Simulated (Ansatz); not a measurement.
**A plane-wave run on TiPbO$_{3}$**

Input file of Ansatz 0.2.0:

```yaml
crystal:
  lattice:
    - [3.98288989, 3.98288989, 0.0]
    - [0.0, 3.98288989, 4.08045479]
    - [3.98288989, 0.0, 4.08045479]
  atoms:
    - { symbol: Pb, position: [0.0, 0.0, 0.0] }
    - { symbol: Pb, position: [0.5, 0.5, 0.5] }
    - { symbol: Ti, position: [0.2375, 0.2625, 0.2625] }
    - { symbol: Ti, position: [0.7375, 0.7625, 0.7625] }
    - { symbol: O, position: [0.464, 0.036, 0.036] }
    - { symbol: O, position: [0.964, 0.536, 0.536] }
    - { symbol: O, position: [0.464, 0.536, 0.036] }
    - { symbol: O, position: [0.964, 0.036, 0.536] }
    - { symbol: O, position: [0.464, 0.036, 0.536] }
    - { symbol: O, position: [0.964, 0.536, 0.036] }
kpoints:
  mp_grid: { grid: [5, 5, 5], shift: [0, 0, 0] }
  band_path:
    path:
      - [0.0, 0.0, 0.0]
      - [0.5, 0.5, 0.0]
      - [1.0, 0.5, 0.5]
      - [0.0, 0.0, 0.0]
      - [0.0, 0.5, 0.5]
      - [0.5, 1.0, 0.5]
      - [1.0, 1.0, 1.0]
      - [0.0, 0.5, 0.5]
      - [0.5, 0.5, 0.0]
      - [0.5, 1.0, 0.5]
      - [1.0, 0.5, 0.5]
    npoints: 6
magnetization:
  spin_polarized: true
scf:
  occupations: { method: fermi_dirac, width: 0.0221 }
  lower_state_search: "off"
  max_iter: 200
hamiltonian:
  pseudopotentials: { kind: paw }
  xc: pbe
  hubbard:
    projectors: all-electron-ortho-atomic
    sites: [{ species: Ti, l: d, u_eff: 3.13 }]
basis:
  ecutwfc: 420
  fft_grid_basis: typed
output:
  forces: true
  stress: true
  eigenvalues: true
  bader: true
  populations: true
  elf: true
  write_potential: true
  volumetric_format: npy
  dos:
    e_range: [-12, 8]
    de: 0.05
    projected: { site_lists: { O: [O], Pb: [Pb], Ti: [Ti] } }
checkpoint:
  read: saved_state
```

The run starts from an earlier solution of this cell. The state carries no moments; the state need not be the lowest.

Output (shortened):

```
Pb: projections on atomic orbitals take those of the free atom [Xe 4f14] 5d10 6s2 6p2, of charge +0.00 (hamiltonian.pseudopotentials.projection_atoms); the dataset's partial waves leave at most 2.1e-5 of an orbital's norm unspanned inside its sphere
Ti: projections on atomic orbitals take those of the free atom [Ne] 3s2 3p6 3d2 4s2, of charge +0.00 (hamiltonian.pseudopotentials.projection_atoms); the dataset's partial waves leave at most 4.1e-7 of an orbital's norm unspanned inside its sphere
O: projections on atomic orbitals take those of the free atom [He] 2s2 2p4, of charge +0.00 (hamiltonian.pseudopotentials.projection_atoms); the dataset's partial waves leave at most 1.9e-8 of an orbital's norm unspanned inside its sphere
band count auto-derived: 56 (N_el = 88.0; filled up to band 44; 54 by the electrons, moments and atoms)
Pseudopotentials: kind: paw
Pseudopotential: Pb, paw, valence charge 14, recommended cutoff 420 eV (normal), Pb.paw.azcp
Pseudopotential: Ti, paw, valence charge 12, recommended cutoff 420 eV (normal), Ti.paw.azcp
Pseudopotential: O, paw, valence charge 6, recommended cutoff 420 eV (normal), O.paw.azcp
Functional definition: PBE
  exchange = pbe_x(kappa = kappa, mu = beta*pi^2/3)
  correlation = pbe_c(beta = beta)
Crystal: 10 atoms, lattice volume = 129.460 Å³
Basis set: ecut = 420 eV, 2557 PW (Γ), exchange–correlation on 80×80×80 points (8 copies of the dense FFT grid, shifted against one another)
Bands: 56, of which v1, the nominal top of the filled ones, is band 44 counted from 1 (43 counted from 0)
Symmetry: 16 space group operations
Space group: P4mm (ITA 99), of the structure as read, at distance tolerance 5.1e-5 Å
k-points: 18 of 125 (time reversal used)
Initial density: read from a saved state, or passed on in memory by an earlier SCF of this step, an earlier step, the calling program or the single point that the run made first
Functional: x = pbe(κ = 0.804, μ = 0.2195), c = pbe(β = 0.0667)
SCF iter   1: F=—  Δρ=1.69e-3  dr2=1.40e-3  dr2_m=0.00e0  M=0.000 μB ∫|m|=0.000 μB
SCF iter   2: F=—  Δρ=1.19e-3  dr2=5.51e-4  dr2_m=0.00e0  M=0.000 μB ∫|m|=0.000 μB
SCF iter   3: F=—  Δρ=3.31e-4  dr2=1.12e-4  dr2_m=0.00e0  M=0.000 μB ∫|m|=0.000 μB
SCF iter   4: F=—  Δρ=2.39e-5  dr2=2.32e-6  dr2_m=0.00e0  M=0.000 μB ∫|m|=0.000 μB
SCF iter   5: F=—  Δρ=1.43e-5  dr2=7.52e-7  dr2_m=0.00e0  M=0.000 μB ∫|m|=0.000 μB
SCF iter   6: F=-32219.4645 eV  Δρ=3.72e-6  dr2=7.79e-8  dr2_m=0.00e0  M=0.000 μB ∫|m|=0.000 μB
Magnetization: 0.0000 μB (44.0000 up, 44.0000 down)
Absolute magnetization: 0.0000 μB (∫|ρ↑−ρ↓|)
Spin contamination: 0.0000 ħ² per cell (⟨S²⟩ above its minimum at these occupations)
Per-site moments (μB) at R_I (Å): [(0.0, 1.0926), (0.0, 1.0926), (0.0, 0.7625), (0.0, 0.7625), (0.0, 0.7625), (0.0, 0.7625), (0.0, 0.8253), (0.0, 0.8253), (0.0, 0.8253), (0.0, 0.8253)]
Free energy (F): -32219.4645 eV
Harris-Foulkes:  -32219.4645 eV  (|F-HF|=1.26e-8)
Internal energy: -32219.4645 eV  (E = F + TS)
E sigma→0 (E₀):  -32219.4645 eV
Fermi energy:    10.9652 eV
--- Per-component energies (eV) ---
  E_band       = -384.3844
  E_kinetic    = 2161.5779
  E_local      = -5349.6926  (includes V_loc(G=0)·N_el)
  E_nonlocal   = 990.9144
  E_hartree    = 2044.0501
  E_xc         = -1083.7410
  E_vxc        = -1078.9929  (∫ρ·V_xc dr)
  E_hubbard    = 5.2026  (on-site DFT+U / exact-exchange correction)
  E_vhub       = 3.6413  (the Hubbard potential's part of the band-sum identity)
  E_paw        = -23839.0326  (= ΣΔE_a)
  E_vpaw       = -1199.9544  (= ΣTr[D̂ρ^β])
  E_aug_tail   = 0.0149  (compensation charges beyond the density's cutoff)
  E_ewald      = -7148.7582
  E_smearing   =  0.0000  (= −TS)
--- Forces (eV/Å), atoms counted from 1 ---
  atom   1  Pb     0.0000     0.0000    -0.2268
  atom   2  Pb     0.0000     0.0000    -0.2268
  atom   3  Ti     0.0000     0.0000    -0.2701
  atom   4  Ti     0.0000     0.0000    -0.2701
  atom   5  O      0.0000     0.0000     0.0869
  atom   6  O      0.0000     0.0000     0.0869
  atom   7  O      0.0000     0.0000     0.2050
  atom   8  O      0.0000     0.0000     0.2050
  atom   9  O      0.0000     0.0000     0.2050
  atom  10  O      0.0000     0.0000     0.2050
--- Stress (GPa, compression-positive) ---
       -2.3829       0.0000       0.0000
        0.0000      -2.3829       0.0000
        0.0000       0.0000      -1.8760
  P = ⅓ Tr σ = -2.2139 GPa (-22.139 kbar)
--- Löwdin populations: 10 sites ---
  site symbol       q [e]    m [muB]
     0     Pb     13.0503     0.0000
     1     Pb     13.0503     0.0000
     2     Ti     10.5616     0.0000
     3     Ti     10.5616     0.0000
     4      O      6.7170     0.0000
     5      O      6.7170     0.0000
     6      O      6.7516     0.0000
     7      O      6.7516     0.0000
     8      O      6.7516     0.0000
     9      O      6.7516     0.0000
  spilling = 0.0038 (of n_electrons = 88.0000)
```

Origin: a database entry at a rescaled volume. Caveats: the input typed no starting moments.
